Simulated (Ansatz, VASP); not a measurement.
## One calculation of Pb, two programs

Contents of INCAR:

```
SYSTEM = Pb
  PREC = Accurate
  ENCUT = 520
  EDIFF = 1E-6
  ISMEAR = -1
  SIGMA = 0.05
  LREAL = .FALSE.
  LASPH = .TRUE.
  NELM = 60
  ALGO = Normal
  ISIF = 2
  LWAVE = .FALSE.
  LCHARG = .FALSE.
  GGA = CA
  NBANDS = 13
```

Contents of KPOINTS:

```
regular mesh
0
G
  9 9 9
  0 0 0
```

The input POSCAR:

```
Pb
1.0
   -2.0184862782      2.0184862782      2.0184862782
    2.0184862782     -2.0184862782      2.0184862782
    2.0184862782      2.0184862782     -2.0184862782
Pb
1
Direct
    0.0000000000      0.0000000000      0.0000000000
```

Contents of input.yaml:

```yaml
crystal:
  lattice:
    - [-2.0184862782, 2.0184862782, 2.0184862782]
    - [2.0184862782, -2.0184862782, 2.0184862782]
    - [2.0184862782, 2.0184862782, -2.0184862782]
  atoms:
    - { symbol: Pb, position: [0.0, 0.0, 0.0] }
kpoints:
  mp_grid: { grid: [9, 9, 9] }
scf:
  occupations: { method: fermi_dirac, width: 0.05 }
hamiltonian:
  xc: lda
  pseudopotentials: { kind: all_electron, lapw: { basis_error: 0.001 } }
output:
  forces: true
  stress: true
  eigenvalues: true
```

Change from the starting cell: volume scaled by 1.06.

Alike in both runs: task single point; functional LDA; k mesh 9 × 9 × 9; occupations fermi-dirac, width 0.05 eV; no spin polarisation.

```csv
,VASP,Ansatz
version,VASP 6.6.1,Ansatz 0.2.0
potentials or method,"VASP PAW LDA potentials, release 64 (Pb_d)","all-electron LAPW, scalar-relativistic"
plane-wave cutoff (eV),520,see its input
```

```tsv
	VASP	Ansatz	Ansatz less VASP
gap on the k mesh at the Fermi level (eV)	none	none	-
pressure (GPa)	-5.0	-5.0	+0.04
```

A gap of «none» marks a metal or a gap that the smearing closes. Ansatz ran all-electron here, so the differences hold the error of VASP's frozen core and of both bases.

The runs have no spin-orbit coupling, so splittings on Pb are missing.
